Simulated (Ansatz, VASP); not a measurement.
# C in VASP and in Ansatz

File INCAR:

```
SYSTEM = C
PREC = Accurate ; ENCUT = 520
EDIFF = 1E-6 ; ISMEAR = 0
SIGMA = 0.05 ; LREAL = .False.
LASPH = .True. ; NELM = 80
ALGO = Normal ; ISIF = 2
LWAVE = .False. ; LCHARG = .False.
NBANDS = 11
```

The input KPOINTS:

```
regular mesh
0
Gamma
  12 12 12
  0 0 0
```

The input POSCAR:

```
C
1.0
    0.0000000000      1.8010855087      1.8275720603
    1.6686527507      0.0000000000      1.8275720603
    1.6686527507      1.8010855087      0.0000000000
C
2
Direct
    0.5000000000      0.5000000000      0.5000000000
    0.7500000000      0.7500000000      0.7500000000
```

Input for Ansatz:

```yaml
crystal:
  lattice:
    - [0.0, 1.8010855087, 1.8275720603]
    - [1.6686527507, 0.0, 1.8275720603]
    - [1.6686527507, 1.8010855087, 0.0]
  atoms:
    - { symbol: C, position: [0.5, 0.5, 0.5] }
    - { symbol: C, position: [0.75, 0.75, 0.75] }
basis:
  ecutwfc: 520.0
kpoints:
  mp_grid: { grid: [12, 12, 12] }
hamiltonian:
  xc: lda
  pseudopotentials: { kind: paw, azcp: { folder: soft_1 } }
scf:
  occupations: { method: gaussian, width: 0.05 }
output:
  forces: true
  stress: true
  eigenvalues: true
```

Change from the starting cell: strain +e along x and -e along y -0.0375, strain +e along z and -e/2 along x and y +0.0350.

Alike in both runs: task single point; functional LDA; k mesh 12 × 12 × 12; occupations gaussian, width 0.05 eV; no spin polarisation.

|  | VASP | Ansatz |
| --- | --- | --- |
| version | VASP 6.6.1 | Ansatz 0.2.0 |
| potentials or method | VASP PAW LDA potentials, release 64 (C) | scalar-relativistic, plane waves, PAW |
| plane-wave cutoff (eV) | 520 | 520 |
| valence electrons in the cell | 8 | 8 |

|  | VASP | Ansatz | Ansatz less VASP |
| --- | --- | --- | --- |
| gap on the k mesh at the Fermi level (eV) | 2.11 | 2.12 | +0.012 |
| least direct gap on the mesh (eV) | 4.23 | 4.23 | -0.002 |
| pressure (GPa) | 2.9 | 1.2 | -1.70 |
| largest component of the traceless stress (GPa) | 48.79 | 48.89 | +0.093 |

Ansatz warned: «pseudo_functional_mismatch».
